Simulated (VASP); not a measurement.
Here is a VASP 6.6.1 calculation.

INCAR

```
PREC = Accurate
ENCUT = 520
EDIFF = 1E-7
ISMEAR = 0
SIGMA = 0.1
LREAL = False
LASPH = True
NELM = 80
ALGO = Normal
ISIF = 3
LWAVE = False
LCHARG = False
LNONCOLLINEAR = True
MAGMOM = 0 0 0 0 0 0
LORBIT = 11
LSORBIT = True
GGA_COMPAT = False
LMAXMIX = 4
GGA = PE
IBRION = 2
NSW = 80
EDIFFG = -0.002
KPAR = 4
```

The input KPOINTS:

```
regular mesh
0
Gamma
  16 16 16
```

File POSCAR:

```
HfC
1.0
    0.0000000000      2.3250000000      2.3250000000
    2.3250000000      0.0000000000      2.3250000000
    2.3250000000      2.3250000000      0.0000000000
Hf C
1 1
Direct
    0.5000000000      0.5000000000      0.5000000000
    0.0000000000      0.0000000000      0.0000000000
```

Potentials or basis: VASP PAW PBE potentials, release 64 (Hf_pv, C).

The run is started by

```sh
$ cat potpaw_PBE.64/Hf_pv/POTCAR potpaw_PBE.64/C/POTCAR > POTCAR
$ mpirun -np 4 vasp_ncl > vasp.out
```

**Question.** What does it give for the net moment?

**Answer.** 0.00 μB per cell.

**Question.** Predict the relaxed volume.

**Answer.** 12.54 Å³/atom.

Final structure:
```
CELL_PARAMETERS angstrom
0.00000 2.32305 2.32305
2.32305 0.00000 2.32305
2.32305 2.32305 0.00000
ATOMIC_POSITIONS crystal
Hf 0.50000 0.50000 0.50000
C 0.00000 0.00000 0.00000
```
